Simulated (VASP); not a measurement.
# Sb (Pm-3m) in VASP: a series of runs

Aim: see how the results for Sb move with the level of theory and the settings. Levels: PBE, r2SCAN0+D4. Tasks: single point.

Program: VASP 6.6.1. These are calculated values, not measurements. Logs are shortened: lines on timing, memory, paths and dates and some standing lists are left out, and cuts for length are marked.

### 1 The crystal as given

It takes space group Pm-3m (No. 221, cubic). The conventional cell has a = 3.160 Å, b = 3.160 Å, c = 3.160 Å, α = 90.00°, β = 90.00°, γ = 90.00°. Sb (site symmetry m-3m) is surrounded by 6 Sb at 3.16 Å.

This isn't the form of Sb at room conditions, which is rhombohedral.

### 2 Single point, PBE

INCAR

```
SYSTEM = Sb
PREC     = Accurate       ! precision mode
ENCUT    = 400            ! plane-wave cutoff, eV
EDIFF    = 1E-6           ! SCF threshold, eV
ISMEAR   = 0              ! smearing method
SIGMA    = 0.02           ! smearing width, eV
LREAL    = .FALSE.        ! projectors in reciprocal space
LASPH    = .TRUE.         ! aspherical terms in the spheres
NELM     = 60             ! most SCF steps
ALGO     = Normal         ! electronic algorithm
ISIF     = 2              ! what is computed and relaxed
LWAVE    = .FALSE.        ! write WAVECAR
LCHARG   = .FALSE.        ! write CHGCAR
GGA      = PE             ! functional
NBANDS   = 14             ! bands
```

KPOINTS

```
Automatic mesh
0
G
  4 4 4
  0 0 0
```

POSCAR

```
Sb
1.0
    3.1600000000      0.0000000000      0.0000000000
    0.0000000000      3.1600000000      0.0000000000
    0.0000000000      0.0000000000      3.1600000000
Sb
1
Direct
    0.0000000000      0.0000000000      0.0000000000
```

Potentials or basis: VASP PAW PBE potentials, release 64 (Sb_d_GW).

The run is started by

```
$ cat potpaw_PBE.64/Sb_d_GW/POTCAR > POTCAR
$ mpirun -np 1 vasp_std > vasp.out
```

OUTCAR:

```text
SYSTEM = Sb
   PREC = Accurate
   ENCUT = 400
   EDIFF = 1E-6
   ISMEAR = 0
   LREAL = .FALSE.
   LASPH = .TRUE.
   NELM = 60
   ISIF = 2
   GGA = PE

 ion  position               nearest neighbor table
   1  0.000  0.000  0.000-

  LATTYP: Found a simple cubic cell.
 ALAT       =     3.1600000000

  Lattice vectors:

 A1 = (   3.1600000000,   0.0000000000,   0.0000000000)
 A2 = (   0.0000000000,   3.1600000000,   0.0000000000)
 A3 = (   0.0000000000,   0.0000000000,   3.1600000000)

Analysis of symmetry for initial positions (statically):
=====================================================================
 Subroutine PRICEL returns:
 Original cell was already a primitive cell.

 Routine SETGRP: Setting up the symmetry group for a
 simple cubic supercell.

 Subroutine GETGRP returns: Found 48 space group operations
 (whereof 48 operations were pure point group operations)
 out of a pool of 48 trial point group operations.

The static configuration has the point symmetry O_h .

Analysis of symmetry for dynamics (positions and initial velocities):
=====================================================================
 Subroutine PRICEL returns:
 Original cell was already a primitive cell.

 Routine SETGRP: Setting up the symmetry group for a
 simple cubic supercell.

 Subroutine GETGRP returns: Found 48 space group operations
 (whereof 48 operations were pure point group operations)
 out of a pool of 48 trial point group operations.

The dynamic configuration has the point symmetry O_h .

 Subroutine INISYM returns: Found 48 space group operations
 (whereof 48 operations are pure point group operations),
 and found     1 'primitive' translations

----------------------------------------------------------------------------------------

                                     Primitive cell

  volume of cell :      31.5545

  direct lattice vectors                    reciprocal lattice vectors
     3.160000000  0.000000000  0.000000000     0.316455696  0.000000000  0.000000000
     0.000000000  3.160000000  0.000000000     0.000000000  0.316455696  0.000000000
     0.000000000  0.000000000  3.160000000     0.000000000  0.000000000  0.316455696

  length of vectors
     3.160000000  3.160000000  3.160000000     0.316455696  0.316455696  0.316455696

  position of ions in fractional coordinates (direct lattice)
     0.000000000  0.000000000  0.000000000

  ion indices of the primitive-cell ions
[... 67 lines left out ...]
   POTIM  = 0.5000    time-step for ionic-motion
   TEBEG  =    0.0;   TEEND  =   0.0 temperature during run
   PSTRESS=    0.0 pullay stress
   NELECT =      15.0000    total number of electrons
   NUPDOWN=      -1.0000    fix difference up-down
   EMIN   =  10.00;   EMAX   =-10.00  energy-range for DOS
   EFERMI =   0.00;   METHOD = LEGACY
   ISMEAR =     0;   SIGMA  =   0.02  broadening in eV -4-tet -1-fermi 0-gaus
   EFERMI_NEDOS =   21; number of points for ismear=-14 and -15
   IALGO  =     38    algorithm
   IMIX   =      4    mixing-type and parameters
     AMIX     =   0.40;   BMIX     =  1.00
     AMIX_MAG =   1.60;   BMIX_MAG =  1.00
  volume/ion in A,a.u.               =      31.55       212.94
  Fermi-wavevector in a.u.,A,eV,Ry     =   1.277668  2.414443 22.210649  1.632437
  Thomas-Fermi vector in A             =   2.410255
   LORBIT       =      0    0 simple, 1 ext, 2 COOP (PROOUT), +10 PAW based schemes
   GGA     = PE    functional components
   LHFCALC =     F    Hartree Fock is set to
   AEXX    =    0.0000 exact exchange contribution
   IVDW    =     0    specifies the selected vdW correction
   LEPSILON=     F    determine dielectric tensor
   LRPA    =     F    only Hartree local field effects (RPA)
 non-spin polarized calculation
 Gauss-broadening in eV      SIGMA  =   0.02
  energy-cutoff  :      400.00
  volume of cell :       31.55
 maximum number of plane-waves:       587
 NGX is ok and might be reduce to    24
   NGX = 11   NGY = 11   NGZ = 11

 number of electron      14.9999992 magnetization

 Free energy of the ion-electron system (eV)
  ---------------------------------------------------
  ext. energy  EPLUGINS =         0.00000000
  ---------------------------------------------------
  free energy    TOTEN  =        -3.69839988 eV

  energy without entropy =       -3.69685096  energy(sigma->0) =       -3.69762542

 E-fermi :   4.7452     XC(G=0):  -9.7503

 val. band max:        4.1165247414   @ k =   0.2500   0.2500   0.2500
 cond. band min:       4.7623862700   @ k =   0.2500   0.2500   0.2500
 fundamental gap:      0.6458615286
 Fermi energy:         4.7451677985

 k-point     1 :       0.0000    0.0000    0.0000
  band No.  band energies     occupation
      1     -24.5887      2.00000
      2     -24.5887      2.00000
      3     -24.4456      2.00000
      4     -24.4456      2.00000
      5     -24.4456      2.00000
      6      -7.3885      2.00000
      7       7.7039      0.00000
      8       7.7039      0.00000
      9       7.7039      0.00000
     10      11.6521      0.00000
     11      11.6521      0.00000
     12      12.5256      0.00000
     13      23.0597      0.00000
     14      23.0597      0.00000
[... 139 lines left out ...]
      1     -24.5208      2.00000
      2     -24.5208      2.00000
      3     -24.5208      2.00000
      4     -24.3828      2.00000
      5     -24.3828      2.00000
      6      -0.2882      2.00000
      7       3.0740      2.00000
      8       3.0740      2.00000
      9       3.0740      2.00000
     10       9.5751      0.00000
     11       9.5751      0.00000
     12       9.5751      0.00000
     13      11.6902      0.00000
     14      28.3570      0.00000

------------------------ aborting loop because EDIFF is reached ----------------------------------------

  FORCE on cell =-STRESS in cart. coord.  units (eV):
  Direction    XX          YY          ZZ          XY          YZ          ZX
  --------------------------------------------------------------------------------------
  -------------------------------------------------------------------------------------
  Total       -0.6395177     -0.6395177     -0.6395177      0.0000000      0.0000000      0.0000000
  in kB      -32.4714667    -32.4714667    -32.4714667      0.0000000      0.0000000      0.0000000
  external PRESSURE =     -32.4714667 kB  Pullay stress =       0.0000000 kB

 VOLUME and BASIS-vectors are now :
 -----------------------------------------------------------------------------
  energy-cutoff  :      400.00
  volume of cell :       31.55
      direct lattice vectors                 reciprocal lattice vectors
     3.160000000  0.000000000  0.000000000     0.316455696  0.000000000  0.000000000
     0.000000000  3.160000000  0.000000000     0.000000000  0.316455696  0.000000000
     0.000000000  0.000000000  3.160000000     0.000000000  0.000000000  0.316455696

 POSITION                                       TOTAL-FORCE (eV/Angst)
 -----------------------------------------------------------------------------------
      0.00000      0.00000      0.00000         0.000000      0.000000      0.000000
 -----------------------------------------------------------------------------------
    total drift:                                0.000000      0.000000      0.000000

  FREE ENERGIE OF THE ION-ELECTRON SYSTEM (eV)
  ---------------------------------------------------
  free  energy   TOTEN  =        -3.6983998790 eV

  energy  without entropy=       -3.6968509578  energy(sigma->0) =       -3.69762542
```

stdout:

```text
POSCAR found type information on POSCAR Sb
 POSCAR found :  1 types and       1 ions
 scaLAPACK will be used
 LDA part: xc-table for (Slater+PW92), standard interpolation
 POSCAR, INCAR and KPOINTS ok, starting setup
 FFT: planning ... GRIDC
 FFT: planning ... GRID_SOFT
 FFT: planning ... GRID
 WAVECAR not read
 entering main loop
```

Run time: 4.3 s. Hardware: 1 thread of Intel Xeon 6975P-C (Granite Rapids), shared host; peak memory 0.13 GiB.

Results:

```yaml
Free_energy: -3.6984 eV
Pressure: -3.2 GPa
Band_gap_on_the_k_mesh: none (metal or under the smearing width)
```

Levels at points of the mesh, in eV from the Fermi level:
| k point | band 3 | band 4 | band 5 | band 6 | band 7 | band 8 | band 9 | band 10 | band 11 | band 12 |
| --- | --- | --- | --- | --- | --- | --- | --- | --- | --- | --- |
| (0.00, 0.00, 0.00) | -29.19 | -29.19 | -29.19 | -12.13 | 2.96 | 2.96 | 2.96 | 6.91 | 6.91 | 7.78 |
| (0.50, 0.00, 0.00) | -29.23 | -29.20 | -29.19 | -9.91 | -5.35 | 4.78 | 4.78 | 9.13 | 10.27 | 11.13 |
| (0.50, 0.50, 0.00) | -29.22 | -29.22 | -29.13 | -7.58 | -3.45 | -3.45 | 2.26 | 6.60 | 12.84 | 12.84 |
| (0.50, 0.50, 0.50) | -29.27 | -29.13 | -29.13 | -5.03 | -1.67 | -1.67 | -1.67 | 4.83 | 4.83 | 4.83 |

Caveat: the k mesh is coarse (spacing up to 0.50 Å⁻¹), so the values aren't converged. The run has no spin-orbit coupling, so splittings on Sb are missing.

### 3 Single point, r2SCAN0+D4, collinear spin, ferromagnetic start

run.py

```python
from ase import Atoms
from ase.calculators.vasp import Vasp
from ase.dft.bandgap import bandgap

atoms = Atoms(
    ['Sb'],
    cell=[[3.16, 0.0, 0.0], [0.0, 3.16, 0.0], [0.0, 0.0, 3.16]],
    scaled_positions=[[0.0, 0.0, 0.0]],
    pbc=True,
)
atoms.set_initial_magnetic_moments([0.5])
calc = Vasp(
    directory='calc',
    pp='PBE',
    setups='recommended',
    prec='Accurate',
    encut=520,
    ediff=1e-07,
    ismear=0,
    sigma=0.01,
    lreal=False,
    lasph=True,
    nelm=60,
    algo='Normal',
    isif=2,
    lwave=False,
    lcharg=False,
    ispin=2,
    lorbit=11,
    metagga='R2SCAN',
    lhfcalc=True,
    aexx=0.25,
    lmixtau=True,
    precfock='Fast',
    ivdw=13,
    vdw_s6=1.0,
    vdw_s8=0.8992,
    vdw_a1=0.4778,
    vdw_a2=5.8779,
    kpts=[4, 4, 4],
    gamma=True,
    nbands=12,
)
atoms.calc = calc

print('energy (eV):', atoms.get_potential_energy())
print('free energy (eV):', atoms.get_potential_energy(force_consistent=True))
print('forces (eV/A):')
print(atoms.get_forces())
print('stress (eV/A^3, Voigt):', atoms.get_stress())
print('Fermi level (eV):', calc.get_fermi_level())
print('moment (muB):', atoms.get_magnetic_moment())
print('site moments (muB):', atoms.get_magnetic_moments())
gap, top, bottom = bandgap(calc)
print('band gap (eV):', gap, 'from (spin, k, band)', top, 'to', bottom)
```

Potentials or basis: VASP PAW PBE potentials, release 64 (Sb).

The run is started by

```
$ python run.py
```

Output:

```text
energy (eV): -21.546581189999998
free energy (eV): -21.5467575
forces (eV/A):
[[0. 0. 0.]]
stress (eV/A^3, Voigt): [ 0.04862657  0.04862657  0.04862657  0.         -0.          0.        ]
Fermi level (eV): 6.53417621
moment (muB): 0.0626234
site moments (muB): [0.034]
band gap (eV): 0.0 from (spin, k, band) (None, None, None) to (None, None, None)
```

OUTCAR:

```text
AEXX = 0.250000
   ENCUT = 520.000000
   EDIFF = 1.00e-07
   METAGGA = R2SCAN
   PREC = Accurate
   PRECFOCK = Fast
   ISIF = 2
   ISMEAR = 0
   ISPIN = 2
   LORBIT = 11
   NELM = 60
   IVDW = 13
   LASPH = .TRUE.
   LHFCALC = .TRUE.
   LREAL = .FALSE.

 ion  position               nearest neighbor table
   1  0.000  0.000  0.000-

  LATTYP: Found a simple cubic cell.
 ALAT       =     3.1600000000

  Lattice vectors:

 A1 = (   3.1600000000,   0.0000000000,   0.0000000000)
 A2 = (   0.0000000000,   3.1600000000,   0.0000000000)
 A3 = (   0.0000000000,   0.0000000000,   3.1600000000)

Analysis of symmetry for initial positions (statically):
=====================================================================
 Subroutine PRICEL returns:
 Original cell was already a primitive cell.

 Routine SETGRP: Setting up the symmetry group for a
[... 517 lines left out ...]
  energy-cutoff  :      520.00
  volume of cell :       31.55
      direct lattice vectors                 reciprocal lattice vectors
     3.160000000  0.000000000  0.000000000     0.316455696  0.000000000  0.000000000
     0.000000000  3.160000000  0.000000000     0.000000000  0.316455696  0.000000000
     0.000000000  0.000000000  3.160000000     0.000000000  0.000000000  0.316455696

  length of vectors
     3.160000000  3.160000000  3.160000000     0.316455696  0.316455696  0.316455696

 FORCES acting on ions
    electron-ion (+dipol)            ewald-force                    non-local-force                 convergence-correction
 -----------------------------------------------------------------------------------------------
   -.180E-09 -.548E-09 0.790E-10   0.105E-15 0.704E-16 0.196E-15   0.000E+00 0.000E+00 0.000E+00   0.533E-09 -.154E-09 -.457E-09
 -----------------------------------------------------------------------------------------------
   -.190E-09 -.506E-09 0.851E-10   0.105E-15 0.704E-16 0.196E-15   0.000E+00 0.000E+00 0.000E+00   0.533E-09 -.154E-09 -.457E-09

 POSITION                                       TOTAL-FORCE (eV/Angst)
 -----------------------------------------------------------------------------------
      0.00000      0.00000      0.00000         0.000000      0.000000      0.000000
 -----------------------------------------------------------------------------------
    total drift:                                0.000000     -0.000000     -0.000000

--------------------------------------------------------------------------------------------------------

  FREE ENERGIE OF THE ION-ELECTRON SYSTEM (eV)
  ---------------------------------------------------
  free  energy   TOTEN  =       -21.5467575031 eV

  energy  without entropy=      -21.5464048846  energy(sigma->0) =      -21.54658119

--------------------------------------------------------------------------------------------------------

--------------------------------------------------------------------------------------------------------

 total charge

# of ion       s       p       d       tot
------------------------------------------
    1        1.209   1.224   0.040   2.473

 magnetization (x)

# of ion       s       p       d       tot
------------------------------------------
    1        0.016   0.018   0.001   0.034

=======================================================================
```

INCAR:

```text
AEXX = 0.250000
ENCUT = 520.000000
SIGMA = 0.010000
VDW_S6 = 1.000000
VDW_S8 = 0.899200
VDW_A1 = 0.477800
VDW_A2 = 5.877900
EDIFF = 1.00e-07
ALGO = Normal
METAGGA = R2SCAN
PREC = Accurate
PRECFOCK = Fast
ISIF = 2
ISMEAR = 0
ISPIN = 2
LORBIT = 11
NBANDS = 12
NELM = 60
IVDW = 13
LASPH = .TRUE.
LCHARG = .FALSE.
LHFCALC = .TRUE.
LWAVE = .FALSE.
LMIXTAU = .TRUE.
LREAL = .FALSE.
MAGMOM = 1*0.5000
```

It took 3.1 min on 1 thread of AMD EPYC 7R43 (Zen 3), shared host; peak memory 0.12 GiB.

What came out:

```
Free energy                                           : -21.5468 eV
Pressure                                              : -7.8 GPa
Band gap on the k mesh                                : none (metal or under the smearing width)
Net moment                                            : 0.06 μB per cell
Site moments                                          : Sb +0.03 μB
Valence electrons inside the program's atomic spheres : Sb 2.47
Dispersion energy per atom                            : -0.209 eV
```

Levels at points of the mesh, in eV from the Fermi level:
Spin up:
| k point | band 1 | band 2 | band 3 | band 4 | band 5 | band 6 |
| --- | --- | --- | --- | --- | --- | --- |
| (0.00, 0.00, 0.00) | -14.58 | 3.58 | 3.58 | 3.58 | 7.58 | 7.58 |
| (0.50, 0.00, 0.00) | -11.99 | -6.97 | 5.77 | 5.77 | 9.73 | 11.80 |
| (0.50, 0.50, 0.00) | -9.12 | -4.68 | -4.68 | 2.90 | 7.90 | 13.64 |
| (0.50, 0.50, 0.50) | -5.94 | -2.61 | -2.61 | -2.61 | 5.62 | 5.62 |
Spin down:
```csv
k point,band 1,band 2,band 3,band 4,band 5,band 6
"(0.00, 0.00, 0.00)",-14.51,3.68,3.68,3.68,7.57,7.57
"(0.50, 0.00, 0.00)",-11.92,-6.89,5.88,5.88,9.71,11.83
"(0.50, 0.50, 0.00)",-9.03,-4.63,-4.63,2.99,8.02,13.66
"(0.50, 0.50, 0.50)",-5.79,-2.58,-2.58,-2.58,5.69,5.69
```

Caveat: the k mesh is coarse (spacing up to 0.50 Å⁻¹), so the values aren't converged, least of all with exact exchange; the PAW data sets were made with another functional, which shifts forces and pressure a little; pairwise dispersion overbinds metals, which lowers pressure and volume. Spin-orbit coupling is left out, which matters for the levels of Sb.
